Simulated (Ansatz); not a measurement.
# One relaxed cell of ZnSe at several levels

A database entry relaxed whole under r2SCAN at zero pressure (F-43m, No. 216):

```
Zn Se
1.0
     0.00000    2.83318    2.83318
     2.83318    0.00000    2.83318
     2.83318    2.83318    0.00000
Zn Se
1 1
Direct
  0.00000 0.00000 0.00000
  0.25000 0.25000 0.25000
```

Its volume is 22.74 Å³ an atom, -0.1 % against the entry's 22.76, which is old or was flagged in a check.

Single points on this cell with plane-wave PAW DFT (Ansatz 0.2.0; r2SCAN 500 eV, hybrids 420 eV; fermi-dirac occupations of width 0.020 eV; no moments): r2SCAN on a 8×8×8 Γ-centred mesh; HSE06 on a 8×8×8 Γ-centred mesh; PBE0 on a 8×8×8 Γ-centred mesh.

Problem. What does each level give for gap and charges?

Solution. The runs give:

```
 level  gap (eV), or kind  pressure (GPa)  Bader charge of Zn (e)  Bader charge of Se (e)
r2SCAN               1.86             0.0                   +0.84                   -0.84
 HSE06               2.41             1.1                   +0.85                   -0.85
  PBE0               3.02             1.0                   +0.85                   -0.85
```

Under r2SCAN the gap is 1.86 eV, over mesh and band path. HSE06 moves it by +0.55 eV and PBE0 by +1.16 eV; PBE0 keeps its exact exchange at long range, which widens the gap over HSE06's by 0.61 eV on their common mesh.

Caveats: the relaxation kept the start's symmetry; HSE06 is read on its mesh and at the zone's corners, PBE0 on its mesh alone; hybrid pressures are good to a few tenths of a GPa; no spin-orbit coupling, which narrows gaps of heavier elements; pressure is positive in compression.
